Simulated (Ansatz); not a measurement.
# Area resistance of unrelaxed Pt films, 3 to 10 layers thick, between Au(100) or Ir(110) leads: ballistic transport with PBEsol

A layer twice as thick is usually taken to have twice the resistance. That rule rests on scattering inside the layer, and it becomes doubtful for metal films a few atoms thick, such as those in multilayer contacts and magnetic stacks, where the interfaces can dominate. We test it on Pt films of 3 to 10 layers between Au(100) leads and of 3 to 6 layers between Ir(110) leads. The calculated quantity is the area resistance that the film adds to that of the perfect lead along the same normal. Transport is coherent and the film is free of defects and phonons, so any dependence on thickness must come from electron waves matching at the two faces, interfering between them or decaying inside the film.

## Systems and settings

Planar junctions lead / film / lead, one atom a layer where the face allows, current normal to the layers. Leads are perfect crystals at room-temperature lattice constants. The film takes the lead's in-plane lattice, with its layer spacing set to keep its own atomic volume; all atoms sit on ideal sites and are not relaxed. Program: Ansatz 0.2.0, plane waves with PAW potentials, PBEsol, wave cutoff 420 eV, Fermi-Dirac smearing of 0.1 eV. No spin polarisation and no spin-orbit coupling. Transport is ballistic and coherent at zero bias (Landauer, wave matching layer by layer), averaged over a mesh of wavevectors across the current and over the Fermi window at 300 K; no phonons or disorder. Selection: Runs whose potential in the leads had a step over 25 meV, or whose mesh the program flagged as unconverged, are left out. Runs with an error estimate over 15 per cent are left out.

Notes on method and selection:

- Interfaces are ideal and ordered, so the wavevector along the interface is conserved; real interfaces are mixed and rough.
- Quantum-well states in the film make the resistance oscillate with thickness.
- The typed smearing and mesh set the lead's Fermi level, which moves conductances of d metals by some per cent, and most where the lead's density of states is steep.
- Spin-orbit coupling is left out where no row notes it, which matters most for the elements from Hf on.
- A perfect film has no bulk resistance here, and nothing scatters electrons between its faces, so the added resistance is not twice a symmetric interface resistance: it holds the mismatch of channels too, since a film with fewer channels than its lead caps the conductance, and swapping film and lead changes it.
- Runs in which the search for lower states was switched off are not listed.
- Runs that did not converge, have known faults or may not be shown are not listed, and runs on Ansatz's PAW sets soft_1 and soft_2 are kept to separate tables.

Columns:

- layers: atomic layers in the film.
- lead conductance (1e15 S/m²): Sharvin conductance of the perfect lead along the same normal.
- film strain (%): in-plane linear strain of the film on the lead's lattice against its own room-temperature lattice, positive when stretched.
- error estimate (%): the program's own largest estimate of the error of the conductance (mesh, energy step, lead length).
- area resistance (1e-15 Ω m²): area resistance beyond that of the perfect lead, A (1/G - 1/G_lead), both spins.
- transmitted share: conductance divided by the Sharvin conductance of the perfect lead.

Input lines of one member:

```
kpoints:
  mp_grid: { grid: [13, 13, 2] }
hamiltonian:
  xc: pbesol
scf:
  occupations: { method: fermi_dirac, width: 0.1 }
output:
  transmission: { leads: [[0, 1]], kmesh: [26, 26], e_range: [-1.0, 1.0], de: 0.036 }
```

Command (options for logging and memory left out): `ansatz run input.yaml --threads 4 --backend cpu`

## Data

| member | film and lead, functional | layers | lead conductance (1e15 S/m²) | film strain (%) | error estimate (%) | area resistance (1e-15 Ω m²) | transmitted share |
| --- | --- | --- | --- | --- | --- | --- | --- |
| 3 layers | Pt(100) in Au(100), PBEsol | 3 | 0.884 | 4.0 | 5 | 0.564 | 0.667 |
| 5 layers | Pt(100) in Au(100), PBEsol | 5 | 0.884 | 4.0 | 6 | 0.485 | 0.700 |
| 6 layers | Pt(100) in Au(100), PBEsol | 6 | 0.884 | 4.0 | 6 | ? | ? |
| 8 layers | Pt(100) in Au(100), PBEsol | 8 | 0.883 | 4.0 | 7 | 0.572 | 0.664 |
| 10 layers | Pt(100) in Au(100), PBEsol | 10 | 0.882 | 4.0 | 6 | 0.483 | 0.701 |
| 3 layers | Pt(110) in Ir(110), PBEsol | 3 | 2.039 | −2.1 | 5 | 0.314 | 0.610 |
| 5 layers | Pt(110) in Ir(110), PBEsol | 5 | 2.039 | −2.1 | 4 | 0.387 | 0.559 |
| 6 layers | Pt(110) in Ir(110), PBEsol | 6 | 2.036 | −2.1 | 5 | 0.429 | 0.534 |

Cells marked ? are withheld until the estimate has been made.

## Reading the trend

Proportionality to thickness fails in both leads. Between Au leads, going from 3 to 10 layers multiplies the thickness by 3.3 and the resistance by 0.483 / 0.564 = 0.86. Between Ir leads, doubling the film from 3 to 6 layers multiplies the resistance by 0.429 / 0.314 = 1.37.

With nothing to scatter electrons inside the film, there is no ohmic term to grow. Reflection at the faces remains, and interference between them can make the resistance oscillate. The Au series goes down, up and down again, but its full spread, 0.572 − 0.483 = 0.089, is no larger than the numerical uncertainty. A relative error $\varepsilon$ in the conductance shifts the area resistance by $\varepsilon/(tG_\text{lead})$, where $t$ is the transmitted share; for 5 layers this is 0.06 / (0.700 × 0.884) = 0.097, in 1e-15 Ω m². We therefore read no oscillation period from these rows.

The Ir series rises at each step, by 0.115 in all, against uncertainties of about 0.04 on each value. States that decay inside Pt would give such a rise, since they carry less current through a thicker film, but part of an oscillation would look the same over three points.

The lead has a clearer effect. At 3 layers the film adds 0.564 between Au leads and 0.314 between Ir leads, although a smaller share of the current passes in Ir. The two facts are reconciled by

$$AR = \frac{1/t - 1}{G_\text{lead}}.$$

Ir(110) has 2.039 / 0.884 = 2.31 times the conductance of Au(100), which outweighs its poorer transmission. A likely reason for the poorer transmission is that many Ir channels have d character and find no matching state in Pt, whereas Au offers mainly s-p channels. Face and strain change along with the lead element, so the contrast belongs to the whole junction. Spin-orbit coupling, which is strong in all three metals, is absent.

## Blind estimate

Plain estimates from the members shown:

- 6 layers (Pt(100) in Au(100), PBEsol), straight-line interpolation between 5 layers and 8 layers: w = (6 − 5) / (8 − 5) = 0.333, so 0.485 + 0.333 × (0.572 − 0.485) = 0.514 1e-15 Ω m²

For the 6-layer film between Au leads we use the mean of the four other Au members: (0.564 + 0.485 + 0.572 + 0.483) / 4 = 0.526, in 1e-15 Ω m². This suits a resistance set by the two faces, with variations of unknown phase around a constant level.

The straight line between 5 and 8 layers gives 0.514, almost the same, but the method does badly on known members. Interpolating 5 layers from 3 and 8 gives 0.564 + 0.4 × (0.572 − 0.564) = 0.567 against the calculated 0.485, and interpolating 8 layers from 5 and 10 gives 0.485 + 0.6 × (0.483 − 0.485) = 0.484 against 0.572. These misses are 0.082 and 0.088. Predicting each member from the mean of the other three misses by 0.051, 0.055, 0.061 and 0.057, or 0.056 root mean square, which we take as the error bar.

Nothing in the other columns calls for a shift. Lead, face and strain are the same throughout the series. The program warned of reduced mesh symmetry for the films with an odd number of layers and not for the even ones, but the averages are nearly equal, (0.564 + 0.485) / 2 = 0.5245 for 3 and 5 layers and (0.572 + 0.483) / 2 = 0.5275 for 8 and 10 layers, so an even film needs no correction. The rise seen between Ir leads is not carried over, because the Au series shows no net increase with thickness.

**Committed estimate, 6 layers (Pt(100) in Au(100), PBEsol): area resistance = 0.53 ± 0.06 1e-15 Ω m².**

## Outcome

| member | film and lead, functional | layers | lead conductance (1e15 S/m²) | film strain (%) | error estimate (%) | area resistance (1e-15 Ω m²) | transmitted share |
| --- | --- | --- | --- | --- | --- | --- | --- |
| 6 layers | Pt(100) in Au(100), PBEsol | 6 | 0.884 | 4.0 | 6 | 0.459 | 0.711 |

| member | estimate | area resistance (1e-15 Ω m²) | computed | estimate − computed | miss in error bars |
| --- | --- | --- | --- | --- | --- |
| 6 layers (Pt(100) in Au(100), PBEsol) | committed | 0.530 | 0.459 | +0.071 | 1.2 |
| 6 layers (Pt(100) in Au(100), PBEsol) | interpolation | 0.514 | 0.459 | +0.055 |  |

The computed resistance of the 6-layer film is 0.459, in 1e-15 Ω m². Our estimate of 0.53 ± 0.06 was too high by 0.071, slightly more than its error bar. The straight line between 5 and 8 layers was also too high, by 0.055, so it did slightly better.

The argument against growth with thickness held. The 6-layer film has the lowest resistance of the Au series, and from 5 to 6 layers the value falls by 0.026, whereas between Ir leads it rises by 0.042. What failed was the assumption that this film would lie close to the mean of the others.

The result fits a resistance set by the faces, with or without interference between them. It does not establish the interference: the program's 6 per cent error estimate corresponds to 0.06 / (0.711 × 0.884) = 0.095 in the area resistance, more than our miss.

## Where the trend breaks

No film between Au leads stands clearly apart. The five values average (0.564 + 0.485 + 0.459 + 0.572 + 0.483) / 5 = 0.513 with a standard deviation of about 0.052, and the farthest from the mean are 8 layers, at +0.059, and 6 layers, at −0.054. The 8-layer film also has the largest error estimate, 7 per cent.

One regularity deserves a check. Films five layers apart nearly agree: 0.564 and 0.572 for 3 and 8 layers, 0.485 and 0.483 for 5 and 10. Quantum-well states could produce such a repeat, but two pairs may also agree by chance, given the numerical uncertainty. An 11-layer film set beside the 6-layer one would be a direct test, provided both were run with a smaller numerical error.

The 3-layer film between Ir leads has the lowest resistance of all, 0.314. Against the films between Au leads, the high conductance of its lead accounts for this, since its transmitted share is below all of theirs. Against the thicker films between Ir leads, which share that lead, the difference lies in its larger transmitted share.

## Rules of thumb and their limits

Between Au(100) leads, ideal Pt films of 3 to 10 layers add about 0.51 × 1e-15 Ω m², with no steady dependence on thickness. Predicting each film from the mean of the other four misses by 0.058 root mean square, or about 11 per cent. For a contact of 100 nm × 100 nm the mean amounts to 0.51e-15 / 1e-14 = 0.051 Ω. Between Ir(110) leads the three values rise with thickness, and they are too few to show whether the rise continues.

Phonon scattering, left out here, would add resistance in proportion to thickness. With a rough resistivity of 1e-7 Ω m, typical of a transition metal at room temperature, a film 2 nm thick gains about 0.2 × 1e-15 Ω m². That exceeds the full spread of the Au series, 0.572 − 0.459 = 0.113, so in real films a growth of resistance with thickness should become visible at about ten layers.

[Logs are printed without paths, hosts, clocks, repeated set-up lines and the standing remarks that a program may print on its own settings, such as how far it seeks lower states.]
